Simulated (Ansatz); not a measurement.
Crystal: CdS.

```xyz
2
Lattice="4.2612 0.0000 0.0000 -2.1306 3.6903 0.0000 0.0000 0.0000 5.8042" Properties=species:S:1:pos:R:3 pbc="T T T"
Cd    0.0000    0.0000    2.5695
S     2.1306    1.2301    2.5208
```

Measurements of this composition are mostly on another form, of space group No. 186.

* Program: Ansatz 0.2.0
* Task: relaxation of cell and atoms
* Functional: revPBE
* Dispersion: D4
* Potentials or basis: Ansatz PAW
* Cutoff: 420 eV (not typed: the program's choice for these potentials)
* k mesh: 7 × 7 × 5
* Occupations: fermi-dirac, width 0.05 eV
* Spin: no spin polarisation

At the start: volume 45.64 Å³/atom.

**Question.** How do energy, volume and symmetry change on relaxing?

**Answer.** It ends after 20 steps and the volume is 20.42 Å³/atom (-55.3 %); space group P-6m2 (No. 187, to 0.05 Å).

The path:
| step | energy change (eV) | largest force (eV/Å) | volume (Å³) |
| --- | --- | --- | --- |
| 1 | 0.0000 | 0.0001 | 91.27 |
| 2 | -0.0041 | 0.0034 | 89.59 |
| 3 | -0.0132 | 0.0113 | 84.74 |
| 4 | -0.0282 | 0.0163 | 80.27 |
| 5 | -0.0483 | 0.0188 | 76.34 |
| 6 | -0.0691 | 0.0288 | 71.68 |
| 7 | -0.0909 | 0.0414 | 67.16 |
| 8 | -0.1089 | 0.0608 | 62.91 |
| 9 | -0.1120 | 0.1105 | 58.49 |
| 10 | -0.1359 | 0.1195 | 59.32 |
| 11 | -0.1590 | 0.0312 | 58.87 |
| 12 | -0.1908 | 0.0683 | 54.57 |
| 13 | -0.2174 | 0.0534 | 50.71 |
| 14 | -0.2607 | 0.1961 | 46.54 |
| 15 | -0.3313 | 0.1949 | 44.29 |
| 16 | -0.3732 | 0.1981 | 40.11 |
| 17 | -0.3777 | 0.1691 | 40.96 |
| 18 | -0.4132 | 0.0168 | 40.88 |
| 19 | -0.4137 | 0.0024 | 40.84 |
| 20 | -0.4107 | 0.0024 | 40.84 |

Final structure:
```cif
data_structure
_symmetry_space_group_name_H-M 'P 1'
_symmetry_Int_Tables_number 1
_cell_length_a 3.7105
_cell_length_b 3.7105
_cell_length_c 3.4250
_cell_angle_alpha 90.000
_cell_angle_beta 90.000
_cell_angle_gamma 120.000
_cell_volume 40.84
loop_
_atom_site_label
_atom_site_type_symbol
_atom_site_fract_x
_atom_site_fract_y
_atom_site_fract_z
_atom_site_occupancy
Cd1 Cd 0.00000 0.00000 0.68874 1
S1 S 0.66667 0.33333 0.18826 1
```

Caveat: the volume moved by over 15 % at a fixed basis, so the end points are rough; the plane-wave basis is chosen anew once the cell has moved, so the energies of steps on either side of that aren't comparable; pairwise dispersion overbinds metals, which lowers pressure and volume; the PAW data sets come from PBE, with cores solved anew for the run's functional, which leaves a small shift of forces and pressure.
